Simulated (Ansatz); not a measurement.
# Honeycomb SnTe monolayer in a perpendicular field

Wanted: the out-of-plane response of the honeycomb SnTe monolayer. A positive field points along +c.

Main program and level: Ansatz 0.2.0; plane-wave DFT, PBE-D3(BJ), Ansatz PAW.

**1. Set-up**

The cell holds 2 atoms: 1 Te and 1 Sn. Its edges and angles: a = 4.180 Å, b = 4.180 Å, c = 34.390 Å, α = 90.0°, β = 90.0°, γ = 120.0°. Vacuum lies along c.

**2. Relaxation**

The starting cell is a guess, so the in-plane lattice and the atoms are relaxed first, with the slab cut off from its images along the normal.

File input.yaml:

```yaml
crystal:
  lattice:
    - [4.18, 0.0, 0.0]
    - [-2.09, 3.6199861878, 0.0]
    - [0.0, 0.0, 34.3900000011]
  atoms:
    - { symbol: Te, position: [0.6666666667, 0.3333333333, 0.4754289037] }
    - { symbol: Sn, position: [0.3333333333, 0.6666666667, 0.5245710963] }
  periodic: [true, true, false]
kpoints:
  mp_grid: { grid: [12, 12, 1] }
hamiltonian:
  xc: pbe
  dispersion: d3bj
scf:
  occupations: { method: fermi_dirac, width: 0.05 }
  convergence: { dr2_threshold: 1.0e-09 }
relax:
  f_tol: 0.004
  max_steps: 90
  cell: {}
output:
  write_potential: true
  write_density: true
  volumetric_format: npy
```

The run is started by

```console
> ansatz run input.yaml --threads 2 --pin off --max-ram 3072MiB --backend cpu --events-out ev --progress --plain --runs-dir out
```

Numbers of over 12 decimals in the logs are rounded to 6 here.

Output:

```text
Warning: relax.cell: scf.convergence.dr2_threshold = 1e-9 eV is looser than the 1.46352778893e-10 eV advised for a relaxation that steers and ends on the stress (1e-10 eV for each atom of the cell: 2, times the square of relax.cell.stress_2d_tol = 0.05 N/m over 11.7 Å (the atoms' height at the walk's start and 5 Å past either face), 4.277e-2 GPa, over a crystal's default 0.05). What an SCF threshold leaves in a stress goes as its square root, and in the free energy as the threshold itself, and one threshold admits the most on a small cell: [figures from the program's tests cut] Set scf.convergence.dr2_threshold to 1.46352778893e-10 eV or tighter. [rest of the remark cut]
Engine: ansatz 0.2.0, aarch64-unknown-linux-gnu
Pseudopotentials: kind: paw
Pseudopotential: Te, paw, valence charge 16, recommended cutoff 420 eV (normal), Te.paw.azcp
Pseudopotential: Sn, paw, valence charge 14, recommended cutoff 420 eV (normal), Sn.paw.azcp
Functional definition: PBE
  parameter kappa = 0.804
  parameter beta = 0.066725
  exchange = pbe_x(kappa = kappa, mu = beta*pi^2/3)
  correlation = pbe_c(beta = beta)
Crystal: 2 atoms, lattice volume = 520.374 Å³
Basis set: ecut = 420 eV, 10033 PW (Γ), exchange–correlation on 60×60×480 points (8 copies of the dense FFT grid, shifted against one another)
Bands: 19, of which v1, the nominal top of the filled ones, is band 15 counted from 1 (14 counted from 0)
Symmetry: 6 space group operations
Space group: P3m1 (ITA 156), of the structure as read, at distance tolerance 8.0e-5 Å
k-points: 19 of 144 (time reversal used)
Non-local potential: Te, projectors of the file, l = 0: 2, l = 1: 2, l = 2: 2, l = 3: 2
Non-local potential: Sn, projectors of the file, l = 0: 2, l = 1: 2, l = 2: 2, l = 3: 2
PAW form: soft (Blöchl's): semilocal exchange-correlation on the pseudo side does not see the compensation charge
PAW one-centre angular grid: Te, 590 points (default); XC on 64 Gauss nodes
PAW one-centre angular grid: Sn, 590 points (default); XC on 64 Gauss nodes
Initial density: superposition of atomic densities (neutral atoms: chi_scale 0, normalization atom), corrected by the library's trained network
Initial wavefunctions: pseudopotential atomic-orbital guess
Functional: x = pbe(κ = 0.804, μ = 0.219515), c = pbe(β = 0.066725)
SCF iter   1: F=—  HF=-13004.930736 eV  |F-HF|=—  |Δ(HF+E_count)|=         —  Δρ=6.72e-4  dr2=5.83e-3  ethr=1.77e-3  ⟨swp⟩=12.1  Hψ=2827  notcnv=0
preconditioner: auto → Resta (q_TF=auto, 1.696 Å⁻¹)  ε∞=1.4  [insulator: Δε(μ)=1.867 eV  Ē_g=7.892 eV  σ=0.050 eV  W_gap=1.00  n_scr=18 (ndim 8)  ℏωp=5.1 eV  f_vac=0.818  D(μ)=0.00/eV (n_scr^D=0)  ε∞_Penn≈1.4  vacuum switching on, ρ_ref=4.5e-3 e/Å³]
SCF iter   2: F=—  HF=-13004.929906 eV  |F-HF|=—  |Δ(HF+E_count)|=   8.30e-4  Δρ=3.50e-4  dr2=1.68e-3  ethr=1.94e-5  ⟨swp⟩=3.8  Hψ=1133  notcnv=0
SCF iter   3: F=—  HF=-13004.931028 eV  |F-HF|=—  |Δ(HF+E_count)|=   1.12e-3  Δρ=2.72e-4  dr2=3.49e-3  ethr=5.62e-6  ⟨swp⟩=2.7  Hψ=664  notcnv=0
SCF iter   4: F=—  HF=-13004.931044 eV  |F-HF|=—  |Δ(HF+E_count)|=   1.54e-5  Δρ=1.22e-4  dr2=4.53e-4  ethr=5.62e-6  ⟨swp⟩=2.7  Hψ=508  notcnv=0
SCF iter   5: F=—  HF=-13004.931305 eV  |F-HF|=—  |Δ(HF+E_count)|=   2.61e-4  Δρ=4.82e-5  dr2=2.50e-5  ethr=1.51e-6  ⟨swp⟩=2.5  Hψ=521  notcnv=0
SCF iter   6: F=—  HF=-13004.931331 eV  |F-HF|=—  |Δ(HF+E_count)|=   2.59e-5  Δρ=1.06e-5  dr2=7.08e-7  ethr=8.32e-8  ⟨swp⟩=3.5  Hψ=708  notcnv=0
SCF iter   7: F=—  HF=-13004.931282 eV  |F-HF|=—  |Δ(HF+E_count)|=   4.81e-5  Δρ=3.97e-6  dr2=5.48e-8  ethr=2.36e-9  ⟨swp⟩=2.7  Hψ=633  notcnv=0
SCF iter   8: F=—  HF=-13004.931283 eV  |F-HF|=—  |Δ(HF+E_count)|=   1.45e-7  Δρ=9.76e-7  dr2=5.89e-9  ethr=1.83e-10  ⟨swp⟩=2.9  Hψ=673  notcnv=0
SCF iter   9: F=-13004.931283 eV  HF=-13004.931283 eV  |F-HF|=1.33e-9  |Δ(HF+E_count)|=  4.47e-10  Δρ=2.04e-7  dr2=2.12e-10  ethr=3.33e-12  ⟨swp⟩=11.8  Hψ=2490  notcnv=0
SCF 1 converged in 9 iterations: F = -13004.931283 eV  dr2 = 2.12e-10
  greatest PAW one-centre occupation: 0.998 electrons in one spin orbital (limit 2), on the Te atom at site 0 (counted from 0), in its partial waves of l = 2
relax step   1: F+E_penalty+E_count = -13004.93128264 eV  Δ(F+E_penalty+E_count) = +0.000e0 eV  max|allowed force component| = 3.999e-2 eV/Å  Δτ_max = 0.0000 Å  P = -0.450 N/m  Ω = 520.374 Å³  fix = [c, alpha, beta]  reactions: c -0.000 N/m  (9 SCF iters, accepted)
Crystal: 2 atoms, lattice volume = 514.831 Å³
Basis set: ecut = 420 eV, 9925 PW (Γ), exchange–correlation on 60×60×480 points (8 copies of the dense FFT grid, shifted against one another)
Initial density: handed on by an earlier stage of this run
Initial wavefunctions: those handed on with the density
iter 1 solved again at ethr=2.01e-6 eV; its pass at ethr=3.10e-3 eV (dr2=6.02e-4 eV) is discarded
SCF iter   1: F=—  HF=-13004.935062 eV  |F-HF|=—  |Δ(HF+E_count)|=         —  Δρ=1.12e-4  dr2=5.55e-4  ethr=2.01e-6  ⟨swp⟩=3.1  Hψ=2638  notcnv=0
preconditioner: auto → Resta (q_TF=auto, 1.699 Å⁻¹)  ε∞=1.4  [insulator: Δε(μ)=1.863 eV  Ē_g=7.950 eV  σ=0.050 eV  W_gap=1.00  n_scr=18 (ndim 8)  ℏωp=5.2 eV  f_vac=0.817  D(μ)=0.00/eV (n_scr^D=0)  ε∞_Penn≈1.4  vacuum switching on, ρ_ref=4.6e-3 e/Å³]
SCF iter   2: F=—  HF=-13004.935245 eV  |F-HF|=—  |Δ(HF+E_count)|=   1.83e-4  Δρ=1.76e-4  dr2=2.13e-3  ethr=1.85e-6  ⟨swp⟩=2.9  Hψ=663  notcnv=0  recentre
SCF iter   3: F=—  HF=-13004.934999 eV  |F-HF|=—  |Δ(HF+E_count)|=   2.45e-4  Δρ=4.48e-5  dr2=1.83e-5  ethr=1.85e-6  ⟨swp⟩=2.2  Hψ=411  notcnv=0
SCF iter   4: F=—  HF=-13004.934992 eV  |F-HF|=—  |Δ(HF+E_count)|=   7.21e-6  Δρ=1.57e-5  dr2=1.14e-6  ethr=6.10e-8  ⟨swp⟩=3.8  Hψ=714  notcnv=0
SCF iter   5: F=—  HF=-13004.934942 eV  |F-HF|=—  |Δ(HF+E_count)|=   4.96e-5  Δρ=6.13e-6  dr2=1.60e-7  ethr=3.80e-9  ⟨swp⟩=2.1  Hψ=638  notcnv=0
SCF iter   6: F=—  HF=-13004.934943 eV  |F-HF|=—  |Δ(HF+E_count)|=   5.78e-8  Δρ=1.68e-6  dr2=1.56e-8  ethr=5.34e-10  ⟨swp⟩=2.5  Hψ=673  notcnv=0
SCF iter   7: F=-13004.934943 eV  HF=-13004.934943 eV  |F-HF|=3.09e-11  |Δ(HF+E_count)|=   5.57e-9  Δρ=3.46e-7  dr2=6.66e-10  ethr=3.33e-12  ⟨swp⟩=10.9  Hψ=3198  notcnv=0
SCF 2 converged in 7 iterations: F = -13004.934943 eV  dr2 = 6.66e-10
relax step   2: F+E_penalty+E_count = -13004.93494255 eV  Δ(F+E_penalty+E_count) = -3.660e-3 eV  max|allowed force component| = 2.658e-2 eV/Å  Δτ_max = 0.0001 Å  P = -0.251 N/m  Ω = 514.831 Å³  energy of the carried Pulay correction = +1.159e-4 eV  fix = [c, alpha, beta]  reactions: c -0.000 N/m  (7 SCF iters, accepted)
Crystal: 2 atoms, lattice volume = 500.856 Å³
Basis set: ecut = 420 eV, 9691 PW (Γ), exchange–correlation on 60×60×480 points (8 copies of the dense FFT grid, shifted against one another)
iter 1 solved again at ethr=4.96e-6 eV; its pass at ethr=3.10e-3 eV (dr2=1.49e-3 eV) is discarded
SCF iter   1: F=—  HF=-13004.937264 eV  |F-HF|=—  |Δ(HF+E_count)|=         —  Δρ=3.96e-4  dr2=1.65e-3  ethr=4.96e-6  ⟨swp⟩=3.4  Hψ=2928  notcnv=0
preconditioner: auto → Resta (q_TF=auto, 1.707 Å⁻¹)  ε∞=1.4  [insulator: Δε(μ)=1.696 eV  Ē_g=7.986 eV  σ=0.050 eV  W_gap=1.00  n_scr=18 (ndim 8)  ℏωp=5.2 eV  f_vac=0.815  D(μ)=0.00/eV (n_scr^D=0)  ε∞_Penn≈1.4  vacuum switching on, ρ_ref=4.6e-3 e/Å³]
SCF iter   2: F=—  HF=-13004.936801 eV  |F-HF|=—  |Δ(HF+E_count)|=   4.62e-4  Δρ=2.20e-4  dr2=3.87e-4  ethr=4.96e-6  ⟨swp⟩=2.2  Hψ=549  notcnv=0
SCF iter   3: F=—  HF=-13004.936870 eV  |F-HF|=—  |Δ(HF+E_count)|=   6.91e-5  Δρ=1.48e-4  dr2=1.10e-3  ethr=1.29e-6  ⟨swp⟩=3.8  Hψ=624  notcnv=0  recentre
SCF iter   4: F=—  HF=-13004.936754 eV  |F-HF|=—  |Δ(HF+E_count)|=   1.16e-4  Δρ=7.82e-5  dr2=6.10e-5  ethr=1.29e-6  ⟨swp⟩=2.0  Hψ=397  notcnv=0
SCF iter   5: F=—  HF=-13004.936742 eV  |F-HF|=—  |Δ(HF+E_count)|=   1.23e-5  Δρ=1.49e-5  dr2=1.05e-6  ethr=2.03e-7  ⟨swp⟩=2.0  Hψ=408  notcnv=0
SCF iter   6: F=—  HF=-13004.936691 eV  |F-HF|=—  |Δ(HF+E_count)|=   5.10e-5  Δρ=4.34e-6  dr2=1.26e-7  ethr=3.50e-9  ⟨swp⟩=3.6  Hψ=803  notcnv=0
SCF iter   7: F=—  HF=-13004.936691 eV  |F-HF|=—  |Δ(HF+E_count)|=   7.03e-9  Δρ=1.54e-6  dr2=1.20e-8  ethr=4.21e-10  ⟨swp⟩=2.7  Hψ=687  notcnv=0
SCF iter   8: F=-13004.936691 eV  HF=-13004.936691 eV  |F-HF|=5.95e-10  |Δ(HF+E_count)|=   2.40e-9  Δρ=2.77e-7  dr2=4.11e-10  ethr=3.33e-12  ⟨swp⟩=10.7  Hψ=2987  notcnv=0
SCF 3 converged in 8 iterations: F = -13004.936691 eV  dr2 = 4.11e-10
relax step   3: F+E_penalty+E_count = -13004.93669112 eV  Δ(F+E_penalty+E_count) = -1.749e-3 eV  max|allowed force component| = 9.927e-2 eV/Å  Δτ_max = 0.0197 Å  P = +0.037 N/m  Ω = 500.856 Å³  energy of the carried Pulay correction = +4.136e-4 eV  fix = [c, alpha, beta]  reactions: c +0.000 N/m  (8 SCF iters, accepted)
[...]
relax step   4: F+E_penalty+E_count = -13004.93769784 eV  Δ(F+E_penalty+E_count) = -1.007e-3 eV  max|allowed force component| = 1.628e-2 eV/Å  Δτ_max = 0.0108 Å  P = +0.018 N/m  Ω = 504.869 Å³  energy of the carried Pulay correction = +3.273e-4 eV  fix = [c, alpha, beta]  reactions: c +0.000 N/m  (8 SCF iters, accepted)
[...]
relax step   5: F+E_penalty+E_count = -13004.93771167 eV  Δ(F+E_penalty+E_count) = -1.383e-5 eV  max|allowed force component| = 7.779e-4 eV/Å  Δτ_max = 0.0010 Å  P = -0.002 N/m  Ω = 505.039 Å³  energy of the carried Pulay correction = +3.236e-4 eV  fix = [c, alpha, beta]  reactions: c -0.000 N/m  (6 SCF iters, accepted)
Initial wavefunctions: pseudopotential atomic-orbital guess (no wavefunctions were taken with the density)
iter 1 solved again at ethr=1.37e-6 eV; its pass at ethr=3.10e-3 eV (dr2=4.12e-4 eV) is discarded
SCF iter   1: F=—  HF=-13004.937382 eV  |F-HF|=—  |Δ(HF+E_count)|=         —  Δρ=9.97e-6  dr2=7.57e-8  ethr=1.37e-6  ⟨swp⟩=5.2  Hψ=4229  notcnv=0
eigensolver tolerance schedule: the retry pair's looser diagonalisation over-reported the residual by 5435.91 of it (diagonalisation noise at an unbounded share of the residual, at the tolerance the schedule requests for it); recorded, not acted on — ethr = c·dr2/N_el stays at c = 1.0e-1
preconditioner: auto → Resta (q_TF=auto, 1.704 Å⁻¹)  ε∞=1.4  [insulator: Δε(μ)=1.765 eV  Ē_g=7.987 eV  σ=0.050 eV  W_gap=1.00  n_scr=18 (ndim 8)  ℏωp=5.2 eV  f_vac=0.817  D(μ)=0.00/eV (n_scr^D=0)  ε∞_Penn≈1.4  vacuum switching on, ρ_ref=4.6e-3 e/Å³]
SCF iter   2: F=—  HF=-13004.937388 eV  |F-HF|=—  |Δ(HF+E_count)|=   6.02e-6  Δρ=5.03e-6  dr2=2.43e-8  ethr=2.52e-10  ⟨swp⟩=4.8  Hψ=1048  notcnv=0
SCF iter   3: F=—  HF=-13004.937388 eV  |F-HF|=—  |Δ(HF+E_count)|=   6.55e-8  Δρ=1.58e-6  dr2=9.83e-8  ethr=8.11e-11  ⟨swp⟩=2.4  Hψ=581  notcnv=0
SCF iter   4: F=—  HF=-13004.937388 eV  |F-HF|=—  |Δ(HF+E_count)|=   8.55e-9  Δρ=8.58e-7  dr2=2.31e-8  ethr=8.11e-11  ⟨swp⟩=3.7  Hψ=699  notcnv=0
SCF iter   5: F=—  HF=-13004.937388 eV  |F-HF|=—  |Δ(HF+E_count)|=   1.79e-9  Δρ=3.44e-7  dr2=1.00e-9  ethr=7.69e-11  ⟨swp⟩=1.5  Hψ=372  notcnv=0
SCF iter   6: F=-13004.937388 eV  HF=-13004.937388 eV  |F-HF|=7.28e-12  |Δ(HF+E_count)|=  2.40e-10  Δρ=8.91e-8  dr2=2.50e-11  ethr=3.33e-12  ⟨swp⟩=16.0  Hψ=2938  notcnv=0
SCF 6 converged in 6 iterations: F = -13004.937388 eV  dr2 = 2.50e-11
relax step   6: F+E_penalty+E_count = -13004.93738765 eV  Δ(F+E_penalty+E_count) = +3.240e-4 eV  max|allowed force component| = 6.433e-4 eV/Å  Δτ_max = 0.0000 Å  P = -0.003 N/m  Ω = 505.039 Å³  fix = [c, alpha, beta]  reactions: c -0.000 N/m  stress off target by 2.55e-3 N/m on what of the cell is left free  SCF on the basis re-selected at this cell (its energy is not comparable with the rows above)  (6 SCF iters)
basis re-selected at this cell: Δ(F+E_penalty+E_count) = +3.240e-4 eV, ΔP = -0.000 N/m vs the last step (what re-selecting the basis moved, of the pressure what is left beyond the Pulay correction that the steps carried, after the strain that the cell walked since its last selection, with what the two solves' SCF thresholds leave and, on support functions, any second-order correction that the steps lacked; it is no m [...]
SCF converged after 6 iterations
Free energy (F): -13004.937388 eV
Harris-Foulkes:  -13004.937388 eV  (|F-HF|=7.28e-12)
Internal energy: -13004.937388 eV  (E = F + TS)
E sigma→0 (E₀):  -13004.937388 eV
Fermi energy:    -4.283008 eV
--- Per-component energies (eV) ---
  E_band       = -762.304724
  E_kinetic    = 365.463495
  E_local      = -43678.996106  (includes V_loc(G=0)·N_el)
  E_nonlocal   = -342.787943
  E_hartree    = 21912.705449
  E_xc         = -506.375285
  E_vxc        = -199.155324  (∫ρ·V_xc dr)
  E_paw        = -8796.773306  (= ΣΔE_a)
  E_vpaw       = -732.239619  (= ΣTr[D̂ρ^β])
  E_aug_tail   = -0.000183  (compensation charges beyond the density's cutoff)
  E_ewald      = 18042.264748
  E_disp       = -0.438256  (pairwise vdW)
  E_smearing   = -0.000000  (= −TS)
  E_closure    = -0.000000  (closes the sum)
  Σ components = -13004.937388   (vs F -13004.937388, Δ=0.00e0)
--- Forces (eV/Å), atoms counted from 1 ---
  atom   1  Te    -0.00000000    -0.00000000     0.00064327
  atom   2  Sn     0.00000000     0.00000000    -0.00064325
  max |Σ_I F_I| component: 1.82e-8 eV/Å
--- 2D stress c σ (N/m, compression-positive) ---
       -0.002549      -0.000000      -0.000000
        0.000000      -0.002549      -0.000000
       -0.000000      -0.000000      -0.000000
  P = ½ c Tr σ = -0.0025 N/m
--- Band table (eV; the first three rows and the last of 19) ---
  k-point 0: bands = [... 11 lower, -10.8569, -5.6306, -5.1401, -5.1401, -2.9525, -1.3937, -1.3937, -0.5859]
  k-point 1: bands = [... 11 lower, -10.8380, -5.7766, -5.4929, -5.2590, -2.6101, -1.5856, -1.2963, -0.4808]
  k-point 2: bands = [... 11 lower, -10.8063, -6.6425, -5.5448, -5.4832, -2.7274, -1.4217, -1.1126, -0.2053]
  k-point 18: bands = [... 11 lower, -11.4442, -8.2131, -7.0278, -6.2194, -3.2957, -1.5484, -0.9732, 1.8315]
  the weakly bound empty levels are not read free of the cell's end (no_gap_told)
--- Relaxed structure (5 steps of the walk, 5 accepted, 1 SCFs on fresh bases) ---
  F+E_penalty+E_count = -13004.93738765 eV   max|allowed force component| = 6.433e-4 eV/Å   (the final SCF, on the basis selected at the relaxed cell)
  cell:  # Å, volume = 505.0388 Å³
    - [4.117949, -4.5926815258795396e-18, 0]
    - [-2.058975, 3.566249, 0]
    - [0, 0, 34.3900000011]
  atoms:
    - { symbol: Te, position: [0.666667, 0.333333, 0.475144] }
    - { symbol: Sn, position: [0.333333, 0.666667, 0.524856] }
```

Run time: 86 s. Hardware: 2 threads of Arm Neoverse V1, shared host; peak memory 0.68 GiB.

Step by step:

| step | energy less that of the first step (eV) | largest force component (eV/Å) | volume (Å³) |
| --- | --- | --- | --- |
| 1 | 0.0000 | 0.0400 | 520.37 |
| 2 | -0.0037 | 0.0266 | 514.83 |
| 3 | -0.0054 | 0.0993 | 500.86 |
| 4 | -0.0064 | 0.0163 | 504.87 |
| 5 | -0.0064 | 0.0008 | 505.04 |
| 6* | -0.0061 | 0.0006 | 505.04 |

Relaxation steps marked * repeat the geometry before them on a plane-wave basis chosen anew for their cell, so energy and pressure can jump there.

Forces are held to the 6 operations that the run works with; a distortion that breaks them can't arise in this run.

| cell as run | before | after | change |
| --- | --- | --- | --- |
| a (Å) | 4.180 | 4.118 | -1.5 % |
| b (Å) | 4.180 | 4.118 | -1.5 % |

The relaxed structure:

```cif
data_structure
_symmetry_space_group_name_H-M 'P 1'
_symmetry_Int_Tables_number 1
_cell_length_a 4.1179
_cell_length_b 4.1179
_cell_length_c 34.3900
_cell_angle_alpha 90.000
_cell_angle_beta 90.000
_cell_angle_gamma 120.000
_cell_volume 505.04
loop_
_atom_site_label
_atom_site_type_symbol
_atom_site_fract_x
_atom_site_fract_y
_atom_site_fract_z
_atom_site_occupancy
Te1 Te 0.66667 0.33333 0.47514 1
Sn2 Sn 0.33333 0.66667 0.52486 1
```

The lattice constant a goes from 4.180 to 4.118 Å.

(Part 1 of 2 ends here.)

[Logs are printed without paths, hosts, clocks, repeated set-up lines and the standing remarks that a program may print on its own settings, such as how far it seeks lower states.]

[Hosts, paths, dates, database ids (printed as entryN), source tags and the programs' standing remarks are cut or masked in the printed files.]

[Maps of the electrostatic potential energy from Ansatz leave out the sawtooth potential of an applied field or a dipole correction, so their vacuum need not be flat; planar profiles and work functions include it.]
